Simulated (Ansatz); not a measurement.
I:

```
I
1.0
     3.63503   -2.39502    0.00000
     3.63503    2.39502    0.00000
     0.00000    0.00000    9.79344
I
4
Direct
  0.64930 0.35070 0.38440
  0.14930 0.85070 0.11560
  0.35070 0.64930 0.61560
  0.85070 0.14930 0.88440
```

Base run:

- Program: Ansatz 0.2.0
- Functional: PBE
- Potentials or basis: Ansatz PAW
- Cutoff: 420 eV (not typed: the program's choice for these potentials)
- k mesh: 7 × 7 × 3
- Occupations: fermi-dirac, width 0.05 eV
- Spin: no spin polarisation

Its results: band gap on the k mesh 1.33 eV, indirect (least direct gap 1.41 eV); pressure 1.8 GPa; largest force 0.859 eV/Å.

Q: The run is repeated on the same cell with these changes: functional from PBE to PBEsol. What comes out?

A: Band gap on the k mesh 1.28 eV, indirect (least direct gap 1.36 eV); pressure 0.1 GPa; largest force 0.763 eV/Å.

PBEsol binds more tightly than PBE, so the same cell stands under less pressure.

Caveats: spin-orbit coupling is left out, which moves the levels of the heavy elements; the PAW data sets come from PBE, with cores solved anew for the run's functional, which leaves a small shift of forces and pressure (some runs).

A k mesh can miss the band edges.
